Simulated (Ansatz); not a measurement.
Crystal: GaN.

```
Ga N
1.0
     0.00000    2.13524    2.13524
     2.13524    0.00000    2.13524
     2.13524    2.13524    0.00000
Ga N
1 1
Direct
  0.00000 0.00000 0.00000
  0.50000 0.50000 0.50000
```

Measurements of this composition are mostly on another form, of space group No. 186.

Program: Ansatz 0.2.0. Alike in all runs: potentials or basis Ansatz PAW; cell as given; cutoff (eV) 420. Hardware: 2 threads of Arm Neoverse V2, on a shared host.

Question: Order these runs on this cell by their wall time, lowest first.
A. task Born charges and dielectric tensor; level PBEsol; spin off; k mesh 11 × 11 × 11; smearing fixed
B. task single point; level PBE; spin off; k mesh 11 × 11 × 11; smearing gaussian 0.011 eV
C. task band structure; level PBE; spin SOC, no magnetisation; k mesh 8 × 8 × 8; smearing fermi-dirac 0.05 eV; points for each segment of the path 14

Answer: B (0.69 s), C (4.1 s), A (27 s).
